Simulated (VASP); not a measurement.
A calculation with VASP 6.6.1 of H (native input, structure from a POSCAR):

INCAR

```
ALGO = Fast
EDIFF = 1E-7
ENCUT = 520
GGA = PE
ISIF = 2
ISMEAR = 0
LASPH = True
LCHARG = False
LREAL = False
LWAVE = False
NELM = 100
PREC = Accurate
SIGMA = 0.05
```

Contents of KPOINTS:

```
k-points
0
Gamma
  10 10 26
```

POSCAR

```
H
1.0
    2.6496387389      0.0000000000      0.0000000000
    0.0000000000      2.6496387389      0.0000000000
    0.0000000000      0.0000000000      0.9804929200
H
1
Cartesian
    0.0000000000      0.0000000000      0.4902464600
```

Potentials or basis: VASP PAW PBE potentials, release 54 (H).

The run is started by

```bash
$ cat potpaw_PBE.54/H/POTCAR > POTCAR
$ mpirun -np 1 vasp_std > vasp.out
```

**Question.** Write the same calculation in another form: ASE script, Cartesian positions.

**Answer.** As run:

run.py

```python
from ase.calculators.vasp import Vasp
from ase.dft.bandgap import bandgap
from ase.io import read

atoms = read('H.xyz')
calc = Vasp(
    directory='calc',
    xc='pbe',
    pp='PBE',
    setups='recommended',
    pp_version='54',
    prec='Accurate',
    encut=520,
    ediff=1e-06,
    ismear=0,
    sigma=0.05,
    lreal=False,
    lasph=True,
    nelm=100,
    algo='Normal',
    isif=2,
    lwave=False,
    lcharg=False,
    kpts=[10, 10, 26],
    gamma=True,
    nbands=6,
)
atoms.calc = calc

print('energy (eV):', atoms.get_potential_energy())
print('free energy (eV):', atoms.get_potential_energy(force_consistent=True))
print('forces (eV/A):')
print(atoms.get_forces())
print('stress (eV/A^3, Voigt):', atoms.get_stress())
print('Fermi level (eV):', calc.get_fermi_level())
gap, top, bottom = bandgap(calc)
print('band gap (eV):', gap, 'from (spin, k, band)', top, 'to', bottom)
```

H.xyz

```xyz
1
Lattice="2.6496387389 0.0000000000 0.0000000000 0.0000000000 2.6496387389 0.0000000000 0.0000000000 0.0000000000 0.9804929200" Properties=species:S:1:pos:R:3 pbc="T T T"
H      0.0000000000      0.0000000000      0.4902464600
```

Potentials or basis: VASP PAW PBE potentials, release 54 (H).

Command:

```bash
$ python run.py
```

Both were run:

|  | native input, structure from a POSCAR | ASE script, Cartesian positions |
| --- | --- | --- |
| Pressure | 1.6 GPa | 1.6 GPa |
| Band gap on the k mesh | none (metal or under the smearing width) | none (metal or under the smearing width) |

Keys that steer only the numerical path or the files written may differ.
